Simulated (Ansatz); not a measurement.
Input for Ansatz (plane-wave DFT, PAW):

```yaml
crystal:
  lattice:
    - [3.0358717026, 0.0, 0.0]
    - [-1.5179358513, 2.6291420171, 0.0]
    - [0.0, 0.0, 27.3938943266]
  atoms:
    - { symbol: C, position: [0.3333333333, 0.6666666667, 0.2737836363] }
    - { symbol: Ti, position: [0.6666666667, 0.3333333333, 0.319026909] }
    - { symbol: C, position: [0.0, 0.0, 0.3642701818] }
    - { symbol: Ti, position: [0.3333333333, 0.6666666667, 0.4095134545] }
    - { symbol: C, position: [0.6666666667, 0.3333333333, 0.4547567273] }
    - { symbol: Ti, position: [0.0, 0.0, 0.5] }
    - { symbol: C, position: [0.3333333333, 0.6666666667, 0.5452432727] }
    - { symbol: Ti, position: [0.6666666667, 0.3333333333, 0.5904865455] }
    - { symbol: C, position: [0.0, 0.0, 0.6357298182] }
    - { symbol: Ti, position: [0.3333333333, 0.6666666667, 0.680973091] }
    - { symbol: C, position: [0.6666666667, 0.3333333333, 0.7262163637] }
basis:
  ecutwfc: 420
kpoints:
  mp_grid: { grid: [12, 12, 1] }
hamiltonian:
  xc: pbesol
scf:
  occupations: { method: gaussian, width: 0.1 }
output:
  forces: true
  eigenvalues: true
  write_density: true
  write_potential: true
  elf: true
  volumetric_format: npy
relax:
  adjacent_minimum: "off"
  f_tol: 0.02
  max_steps: 60
efield:
  axis: 3
  dipole_correction: true
  ramp_width: 0.04
```

Command:
```bash
ansatz run input.yaml --threads 1 --pin off --max-ram 2560MiB --backend cpu --events-out ev --progress --plain --runs-dir out
```

Level of theory: Ansatz 0.2.0, DFT PBEsol, scalar-relativistic, plane waves, PAW.

From the run's log, abridged (final results; tables in files aren't shown):

```
WARN: The output density's exchange-correlation potential varies sharply where the density is thin. Do not read a vacuum level from v_tot or v_xc, or from such a field of the output density. On a cell that repeats whose density bears no net charge and no dipole along the vacuum's axis use v_es (v_loc + v_h of the components); under efield.dipole_correction with no amplitude use v_es + v_field, which holds any external_charges[].barrier, or the levels of the report's work_function block, which leave it out; under a non-zero efield.amplitude the vacuum is tilted and has no level; on a cell that repeats and bears such a dipole with no correction it is tilted too, and efield.dipole_correction wi ...
SCF converged after 7 iterations
Free energy (F): -13850.424301 eV
Harris-Foulkes:  -13850.424301 eV  (|F-HF|=3.24e-8)
Internal energy: -13850.385334 eV  (E = F + TS)
E sigma→0 (E₀):  -13850.404818 eV
Entropy (-TS):   -0.038967 eV (-3.542 meV/atom)
Fermi energy:    3.671668 eV
Dipole field:    D = 0.000000 V/Å  (p = 0.000000 e·Å, saw-weighted, corrected)
Work function:   Φ+ = 6.7076 eV   Φ− = 6.7076 eV
Levels:          The Fermi level and band energies are counted from a zero that moves with the ramp; work functions are not
--- Per-component energies (eV) ---
  E_band       = -1426.111833
  E_kinetic    = 1889.117007
  E_local      = -105699.192584  (includes V_loc(G=0)·N_el)
  E_nonlocal   = 197.891486
  E_hartree    = 52018.945461
  E_xc         = -774.428100
  E_vxc        = -969.877415  (∫ρ·V_xc dr)
  E_paw        = -5676.396278  (= ΣΔE_a)
  E_vpaw       = -881.913945  (= ΣTr[D̂ρ^β])
  E_aug_tail   = 0.000688  (compensation charges beyond the density's cutoff)
  E_efield     = 0.000000  (sawtooth field / dipole correction)
  E_vefield    = 0.000000  (∫n·V_field dr)
  E_ewald      = 44192.853462
  E_core_change = 0.823525  (= ΣΔE_core)
  E_smearing   = -0.038967  (= −TS)
--- Forces (eV/Å), atoms counted from 1 ---
  atom   1  C      0.00000000     0.00000000    -0.00075674
  atom   2  Ti     0.00000000     0.00000000    -0.00218892
  atom   3  C      0.00000000     0.00000000    -0.00117517
  atom   4  Ti     0.00000000     0.00000000     0.01376660
  atom   5  C      0.00000000     0.00000000    -0.00673948
  atom   6  Ti     0.00000000     0.00000000     0.00000749
  atom   7  C      0.00000000     0.00000000     0.00674524
  atom   8  Ti     0.00000000     0.00000000    -0.01377254
  atom   9  C      0.00000000     0.00000000     0.00117087
  atom  10  Ti     0.00000000     0.00000000     0.00218513
  atom  11  C      0.00000000     0.00000000     0.00075804
--- Band table (eV; the first three rows and the last of 19) ---
  k-point 0: bands = ["-52.6671", "-52.6103", "-52.5939", "-52.0452", "-52.0452", "-29.2875", "-29.0882", "-28.8973", "-28.8546", "-28.8546", "-28.8098", "-28.8098", "-28.8016", "-28.8016", "-28.4366", "-28.4327", "-28.2886", "-28.2886", "-28.2886", "-28.2886", "-8.8135", "-8.3342", "-7.5732", "-6.6090", "-5.5153", "-5.1008", "-1.8161", "-0.5801", "0.6896", "0.6896", "0.7179", "1.1397", "1.1397", "1.8441", "1.8441", "2.0275", "2.7721", "2.7721", "3.3535", "3.8995", "3.8995", "4.6644", "4.6644", "5.0652", "5.0652", "5.0717", "5.5113", "5.5113", "5.5241", "5.7120", "5.7120", "6.2478", "6.3055"]
  k-point 1: bands = ["-52.6625", "-52.6065", "-52.5908", "-52.0413", "-52.0413", "-29.2764", "-29.0855", "-28.9070", "-28.8792", "-28.8635", "-28.8346", "-28.8267", "-28.8163", "-28.8057", "-28.4316", "-28.4286", "-28.3191", "-28.3190", "-28.2953", "-28.2953", "-8.6718", "-8.2042", "-7.4649", "-6.5360", "-5.4866", "-5.1409", "-1.7116", "-0.5509", "0.5746", "0.6849", "0.7518", "1.1915", "1.2113", "1.4554", "1.8733", "2.2415", "2.2990", "2.7545", "3.2256", "3.4023", "3.8689", "4.0513", "4.1674", "4.7577", "5.0158", "5.2375", "5.5987", "5.7267", "5.8424", "5.9755", "5.9830", "6.2886", "6.4072"]
  k-point 2: bands = ["-52.6500", "-52.5960", "-52.5826", "-52.0306", "-52.0306", "-29.2463", "-29.0871", "-28.9645", "-28.9297", "-28.9127", "-28.8869", "-28.8585", "-28.8343", "-28.8177", "-28.4222", "-28.4212", "-28.3984", "-28.3975", "-28.3135", "-28.3135", "-8.2662", "-7.8364", "-7.1672", "-6.3526", "-5.4174", "-5.2302", "-1.4090", "-0.4991", "0.3155", "0.6066", "0.9007", "0.9814", "1.1895", "1.3056", "1.6254", "1.9136", "2.1366", "2.3913", "2.6487", "2.7963", "3.6190", "3.6667", "3.8055", "4.1684", "4.8216", "5.0428", "5.4487", "5.7390", "6.0666", "6.2791", "6.3513", "6.6059", "6.6921"]
  k-point 18: bands = ["-52.5871", "-52.5455", "-52.5455", "-51.9790", "-51.9790", "-29.1965", "-29.1965", "-29.1792", "-29.1082", "-29.0895", "-29.0895", "-28.9440", "-28.9440", "-28.9312", "-28.5914", "-28.5914", "-28.5904", "-28.5901", "-28.3624", "-28.3624", "-5.8575", "-5.8575", "-5.8362", "-5.8360", "-4.6676", "-4.6676", "-0.7935", "-0.7480", "-0.7480", "-0.3166", "-0.3166", "0.2863", "0.3733", "0.3733", "0.7644", "0.8136", "1.1411", "1.1411", "1.3833", "1.4331", "3.0191", "3.0191", "3.5766", "3.5766", "6.0243", "6.0243", "6.0606", "6.4012", "6.4012", "6.4594", "6.5588", "6.7590", "6.7590"]
--- Relaxed structure (4 steps of the walk, 4 accepted, 0 SCFs on fresh bases) ---
  F+E_penalty+E_count = -13850.42430114 eV   max|allowed force component| = 1.377e-2 eV/Å
  atoms:
    - { symbol: C, position: [0.33333333, 0.66666666, 0.27789737] }
    - { symbol: Ti, position: [0.66666666, 0.33333333, 0.31881060] }
    - { symbol: C, position: [0.0, 0.0, 0.36401621] }
    - { symbol: Ti, position: [0.33333333, 0.66666666, 0.40965537] }
    - { symbol: C, position: [0.66666666, 0.33333333, 0.45458064] }
    - { symbol: Ti, position: [0.0, 0.0, 0.49999998] }
    - { symbol: C, position: [0.33333333, 0.66666666, 0.54541933] }
    - { symbol: Ti, position: [0.66666666, 0.33333333, 0.59034462] }
    - { symbol: C, position: [0.0, 0.0, 0.63598379] }
    - { symbol: Ti, position: [0.33333333, 0.66666666, 0.68118941] }
    - { symbol: C, position: [0.66666666, 0.33333333, 0.72210263] }
```

The relaxation met its thresholds.

The run took 59 s on 1 thread of Intel(R) Xeon(R) 6975P-C (Granite Rapids) (shared host), peak memory 0.59 GiB.